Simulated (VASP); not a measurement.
# Al (Fm-3m) in VASP: further runs

The runs below take Al through relaxation of cell and atoms, with vdW-DF2, optB86b-vdW, rev-vdW-DF2.

All numbers are computed with VASP 6.6.1; they aren't measurements. Logs are shortened: lines on timing, memory, paths and dates and some standing lists are left out, and cuts for length are marked.

## (1) The structure

Symmetry: Fm-3m, No. 225, cubic system. The conventional cell has a = 4.050 Å, b = 4.050 Å, c = 4.050 Å, α = 90.00°, β = 90.00°, γ = 90.00°. Around Al (site symmetry m-3m) lie 12 Al at 2.86 Å.

## (2) Relaxation of cell and atoms, vdW-DF2

INCAR

```
SYSTEM = Al
  PREC = Accurate
  ENCUT = 600
  EDIFF = 1E-6
  ISMEAR = -1
  SIGMA = 0.05
  LREAL = .FALSE.
  LASPH = .TRUE.
  NELM = 80
  ALGO = Fast
  ISIF = 3
  LWAVE = .FALSE.
  LCHARG = .FALSE.
  GGA = ML
  LUSE_VDW = .TRUE.
  AGGAC = 0.0
  ZAB_VDW = -1.8867
  IBRION = 2
  NSW = 40
  EDIFFG = -0.02
```

KPOINTS

```
Automatic mesh
0
G
  11 11 11
  0 0 0
```

POSCAR

```
Al
1.0
    0.0000000000      2.0248050000      2.0248050000
    2.0248050000      0.0000000000      2.0248050000
    2.0248050000      2.0248050000      0.0000000000
Al
1
Direct
    0.0000000000      0.0000000000      0.0000000000
```

Potentials or basis: VASP PAW PBE potentials, release 64 (Al).

Command:

```console
$ cat potpaw_PBE.64/Al/POTCAR > POTCAR
$ mpirun -np 1 vasp_std > vasp.out
```

OUTCAR:

```text
SYSTEM = Al
   PREC = Accurate
   ENCUT = 600
   EDIFF = 1E-6
   ISMEAR = -1
   LREAL = .FALSE.
   LASPH = .TRUE.
   NELM = 80
   ISIF = 3
   GGA = ML
   IBRION = 2
   NSW = 40
   EDIFFG = -0.02

 ion  position               nearest neighbor table
   1  0.000  0.000  0.000-

  LATTYP: Found a face centered cubic cell.
 ALAT       =     4.0496100000

  Lattice vectors:

 A1 = (   0.0000000000,   2.0248050000,   2.0248050000)
 A2 = (   2.0248050000,   0.0000000000,   2.0248050000)
 A3 = (   2.0248050000,   2.0248050000,   0.0000000000)

Analysis of symmetry for initial positions (statically):
=====================================================================
 Subroutine PRICEL returns:
 Original cell was already a primitive cell.

 Routine SETGRP: Setting up the symmetry group for a
 face centered cubic supercell.

 Subroutine GETGRP returns: Found 48 space group operations
 (whereof 48 operations were pure point group operations)
 out of a pool of 48 trial point group operations.

The static configuration has the point symmetry O_h .

Analysis of symmetry for dynamics (positions and initial velocities):
=====================================================================
 Subroutine PRICEL returns:
 Original cell was already a primitive cell.

 Routine SETGRP: Setting up the symmetry group for a
 face centered cubic supercell.

 Subroutine GETGRP returns: Found 48 space group operations
 (whereof 48 operations were pure point group operations)
 out of a pool of 48 trial point group operations.

The dynamic configuration has the point symmetry O_h .

 Subroutine INISYM returns: Found 48 space group operations
 (whereof 48 operations are pure point group operations),
 and found     1 'primitive' translations

----------------------------------------------------------------------------------------

                                     Primitive cell

  volume of cell :      16.6027

  direct lattice vectors                    reciprocal lattice vectors
     0.000000000  2.024805000  2.024805000    -0.246937359  0.246937359  0.246937359
     2.024805000  0.000000000  2.024805000     0.246937359 -0.246937359  0.246937359
     2.024805000  2.024805000  0.000000000     0.246937359  0.246937359 -0.246937359

  length of vectors
     2.863506692  2.863506692  2.863506692     0.427708053  0.427708053  0.427708053

  position of ions in fractional coordinates (direct lattice)
     0.000000000  0.000000000  0.000000000

  ion indices of the primitive-cell ions
   primitive index   ion index
                 1           1

----------------------------------------------------------------------------------------

 KPOINTS: Automatic mesh

Automatic generation of k-mesh.
 Grid dimensions read from file:
 generate k-points for:   11   11   11

 Generating k-lattice:

  Cartesian coordinates                     Fractional coordinates (reciprocal lattice)
    -0.022448851  0.022448851  0.022448851     0.090909091  0.000000000  0.000000000
     0.022448851 -0.022448851  0.022448851     0.000000000  0.090909091  0.000000000
     0.022448851  0.022448851 -0.022448851     0.000000000  0.000000000  0.090909091

  Length of vectors
     0.038882550  0.038882550  0.038882550

  Shift w.r.t. Gamma in fractional coordinates (k-lattice)
     0.000000000  0.000000000  0.000000000

 Subroutine IBZKPT returns following result:
 ===========================================

 Found     56 irreducible k-points:

 Following reciprocal coordinates:
[... 44 lines left out ...]
   EDIFF  = 0.1E-05   stopping-criterion for ELM
   LREAL  =      F    real-space projection
   EDIFFG = -.2E-01   stopping-criterion for IOM
   NSW    =     40    number of steps for IOM
   IBRION =      2    ionic relax: 0-MD 1-quasi-New 2-CG
   NFREE  =      1    steps in history (QN), initial steepest desc. (CG)
   ISIF   =      3    stress and relaxation
   ISYM   =      2    0-nonsym 1-usesym 2-fastsym
   POTIM  = 0.5000    time-step for ionic-motion
   TEBEG  =    0.0;   TEEND  =   0.0 temperature during run
   PSTRESS=    0.0 pullay stress
   NELECT =       3.0000    total number of electrons
   NUPDOWN=      -1.0000    fix difference up-down
   EMIN   =  10.00;   EMAX   =-10.00  energy-range for DOS
   EFERMI =   0.00;   METHOD = LEGACY
   ISMEAR =    -1;   SIGMA  =   0.05  broadening in eV -4-tet -1-fermi 0-gaus
   EFERMI_NEDOS =   21; number of points for ismear=-14 and -15
   IALGO  =     68    algorithm
   IMIX   =      4    mixing-type and parameters
     AMIX     =   0.40;   BMIX     =  1.00
     AMIX_MAG =   1.60;   BMIX_MAG =  1.00
  volume/ion in A,a.u.               =      16.60       112.04
  Fermi-wavevector in a.u.,A,eV,Ry     =   0.925526  1.748991 11.654733  0.856599
  Thomas-Fermi vector in A             =   2.051390
   LORBIT       =      0    0 simple, 1 ext, 2 COOP (PROOUT), +10 PAW based schemes
   GGA     = ML    functional components
   LHFCALC =     F    Hartree Fock is set to
   AEXX    =    0.0000 exact exchange contribution
   IVDW_NL    =     1    kernel type
   BPARAM     = 6.3000
   IVDW    =     0    specifies the selected vdW correction
   LEPSILON=     F    determine dielectric tensor
   LRPA    =     F    only Hartree local field effects (RPA)
 conjugate gradient relaxation of ions
 non-spin polarized calculation
 RMM-DIIS sequential band-by-band and
  energy-cutoff  :      600.00
  volume of cell :       16.60
 maximum number of plane-waves:       564
   NGX = 11   NGY = 11   NGZ = 11

--------------------------------------- Ionic step        1  -------------------------------------------

 number of electron       3.0000000 magnetization

 Free energy of the ion-electron system (eV)
  ---------------------------------------------------
  ext. energy  EPLUGINS =         0.00000000
  ---------------------------------------------------
  free energy    TOTEN  =        -1.72082622 eV

  energy without entropy =       -1.71683327  energy(sigma->0) =       -1.71882974

------------------------ aborting loop because EDIFF is reached ----------------------------------------

  FORCE on cell =-STRESS in cart. coord.  units (eV):
  Direction    XX          YY          ZZ          XY          YZ          ZX
  --------------------------------------------------------------------------------------
  -------------------------------------------------------------------------------------
  Total        0.1820957      0.1820957      0.1820957      0.0000000      0.0000000      0.0000000
  in kB       17.5723828     17.5723828     17.5723828      0.0000000      0.0000000      0.0000000
  external PRESSURE =      17.5723828 kB  Pullay stress =       0.0000000 kB

 VOLUME and BASIS-vectors are now :
 -----------------------------------------------------------------------------
  energy-cutoff  :      600.00
  volume of cell :       16.60
      direct lattice vectors                 reciprocal lattice vectors
     0.000000000  2.024805000  2.024805000    -0.246937359  0.246937359  0.246937359
     2.024805000  0.000000000  2.024805000     0.246937359 -0.246937359  0.246937359
     2.024805000  2.024805000  0.000000000     0.246937359  0.246937359 -0.246937359

 POSITION                                       TOTAL-FORCE (eV/Angst)
 -----------------------------------------------------------------------------------
      0.00000      0.00000      0.00000         0.000000      0.000000     -0.000000
 -----------------------------------------------------------------------------------
    total drift:                                0.000000     -0.000000     -0.000000

  FREE ENERGIE OF THE ION-ELECTRON SYSTEM (eV)
  ---------------------------------------------------
  free  energy   TOTEN  =        -1.7208262166 eV

  energy  without entropy=       -1.7168332670  energy(sigma->0) =       -1.71882974

Total vdW correction in eV:      0.4697540

--------------------------------------- Ionic step        2  -------------------------------------------

 number of electron       3.0000000 magnetization

 Free energy of the ion-electron system (eV)
  ---------------------------------------------------
  ext. energy  EPLUGINS =         0.00000000
  ---------------------------------------------------
  free energy    TOTEN  =        -1.72316323 eV

  energy without entropy =       -1.71913632  energy(sigma->0) =       -1.72114978

 E-fermi :   7.6735     XC(G=0): -10.0199

 val. band max:        7.4316580222   @ k =  -0.4545   0.4545   0.0909
 cond. band min:       7.6793330038   @ k =   0.4545   0.1818   0.0909
 fundamental gap:      0.2476749816
 Fermi energy:         7.6735311955

 k-point     1 :       0.0000    0.0000    0.0000
  band No.  band energies     occupation
      1      -3.2553      2.00000
      2      20.1315      0.00000
      3      20.1315      0.00000
      4      20.1315      0.00000
      5      21.1569      0.00000
[... 177 lines left out ...]
 k-point    24 :      -0.1818    0.1818    0.0000
  band No.  band energies     occupation
      1      -0.9301      2.00000
      2      11.4341      0.00000
      3      12.7432      0.00000
      4      19.1626      0.00000
      5      21.2437      0.00000

 [... further k-points ...]

------------------------ aborting loop because EDIFF is reached ----------------------------------------

  FORCE on cell =-STRESS in cart. coord.  units (eV):
  Direction    XX          YY          ZZ          XY          YZ          ZX
  --------------------------------------------------------------------------------------
  -------------------------------------------------------------------------------------
  Total       -0.0011467     -0.0011467     -0.0011467      0.0000000      0.0000000      0.0000000
  in kB       -0.1077924     -0.1077924     -0.1077924      0.0000000      0.0000000      0.0000000
  external PRESSURE =      -0.1077924 kB  Pullay stress =       0.0000000 kB

 VOLUME and BASIS-vectors are now :
 -----------------------------------------------------------------------------
  energy-cutoff  :      600.00
  volume of cell :       17.04
      direct lattice vectors                 reciprocal lattice vectors
     0.000000000  2.042592466  2.042592466    -0.244786960  0.244786960  0.244786960
     2.042592466  0.000000000  2.042592466     0.244786960 -0.244786960  0.244786960
     2.042592466  2.042592466 -0.000000000     0.244786960  0.244786960 -0.244786960

 POSITION                                       TOTAL-FORCE (eV/Angst)
 -----------------------------------------------------------------------------------
      2.04259      0.00000      2.04259        -0.000000     -0.000000      0.000000
 -----------------------------------------------------------------------------------
    total drift:                               -0.000000     -0.000000     -0.000000

  FREE ENERGIE OF THE ION-ELECTRON SYSTEM (eV)
  ---------------------------------------------------
  free  energy   TOTEN  =        -1.7231632328 eV

  energy  without entropy=       -1.7191363223  energy(sigma->0) =       -1.72114978

Total vdW correction in eV:      0.4749616

 reached required accuracy - stopping structural energy minimisation
```

It took 29 s on 1 thread of Intel Xeon Platinum 8375C at 2.90GHz (Ice Lake), shared host; peak memory 0.26 GiB.

What came out:

| Property | Result |
| --- | --- |
| Free energy | -1.7232 eV |
| Relaxed volume | 17.04 Å³/atom |
| Relaxed cell | a = 2.889 Å, b = 2.889 Å, c = 2.889 Å, α = 60.00°, β = 60.00°, γ = 60.00° |
| Space group after relaxing (to 0.05 Å) | Fm-3m (No. 225) |
| Energy gained by relaxing | 2.3 meV/atom |
| Ionic steps | 2 |
| Pressure after relaxing | 0.0 GPa |
| Band gap on the k mesh | none (metal or under the smearing width) |

The path:
```tsv
step	energy change (eV)	largest force (eV/Å)	pressure (GPa)	volume (Å³)
1	0.0000	0.0000	1.76	16.60
2	-0.0023	0.0000	-0.01	17.04
```

Final structure:
```cif
data_structure
_symmetry_space_group_name_H-M 'P 1'
_symmetry_Int_Tables_number 1
_cell_length_a 2.8887
_cell_length_b 2.8887
_cell_length_c 2.8887
_cell_angle_alpha 60.000
_cell_angle_beta 60.000
_cell_angle_gamma 60.000
_cell_volume 17.04
loop_
_atom_site_label
_atom_site_type_symbol
_atom_site_fract_x
_atom_site_fract_y
_atom_site_fract_z
_atom_site_occupancy
Al1 Al 0.00000 0.00000 0.00000 1
```

Levels at points of the mesh, in eV from the Fermi level:
```
           k point  band 1  band 2  band 3  band 4  band 5
(0.00, 0.00, 0.00)  -10.93   12.46   12.46   12.46   13.48
```

Caveat: the PAW data sets were made with another functional, which shifts forces and pressure a little.

## (3) Relaxation of cell and atoms, optB86b-vdW

INCAR

```
AGGAC    = 0.0          
ALGO     = Fast           # electronic algorithm
EDIFF    = 1E-7           # SCF threshold, eV
EDIFFG   = -0.01          # ionic threshold
ENCUT    = 600            # plane-wave cutoff, eV
GGA      = MK             # functional
IBRION   = 2              # ionic algorithm
ISIF     = 3              # what is computed and relaxed
ISMEAR   = -1             # smearing method
LASPH    = T              # aspherical terms in the spheres
LCHARG   = F              # write CHGCAR
LREAL    = F              # projectors in reciprocal space
LUSE_VDW = T            
LWAVE    = F              # write WAVECAR
NELM     = 60             # most SCF steps
NSW      = 40             # ionic steps
PARAM1   = 0.1234       
PARAM2   = 1.0          
PREC     = Accurate       # precision mode
SIGMA    = 0.05           # smearing width, eV
```

KPOINTS

```
k-points
0
Gamma
  11 11 11
```

POSCAR is that of step 2.

Potentials or basis: VASP PAW PBE potentials, release 64 (Al).

Command:

```console
$ cat potpaw_PBE.64/Al/POTCAR > POTCAR
$ mpirun -np 1 vasp_std > vasp.out
```

Run time: 41 s. Hardware: 1 thread of Intel Xeon Platinum 8375C at 2.90GHz (Ice Lake), shared host; peak memory 0.26 GiB.

Results (log left out):

- Free energy: -2.5173 eV
- Relaxed volume: 16.44 Å³/atom
- Relaxed cell: a = 2.854 Å, b = 2.854 Å, c = 2.854 Å, α = 60.00°, β = 60.00°, γ = 60.00°
- Space group after relaxing (to 0.05 Å): Fm-3m (No. 225)
- Energy gained by relaxing: 0.4 meV/atom
- Ionic steps: 3
- Pressure after relaxing: 0.0 GPa
- Band gap on the k mesh: none (metal or under the smearing width)

Step by step:
```tsv
step	energy change (eV)	largest force (eV/Å)	pressure (GPa)	volume (Å³)
1	0.0000	0.0000	-0.75	16.60
2	-0.0004	0.0000	0.12	16.42
3	-0.0004	0.0000	0.00	16.44
```

Final structure:
```yaml
crystal:
  lattice:
    - [0.00000, 2.01816, 2.01816]
    - [2.01816, 0.00000, 2.01816]
    - [2.01816, 2.01816, 0.00000]
  atoms:
    - { symbol: Al, position: [0.00000, 0.00000, 0.00000] }
```

Levels at points of the mesh, in eV from the Fermi level:
```
           k point  band 1  band 2  band 3  band 4
(0.00, 0.00, 0.00)  -11.16   12.60   12.60   12.60
```

Caveat: the PAW data sets were made with another functional, which shifts forces and pressure a little.

(Continued in part 2 of 2.)
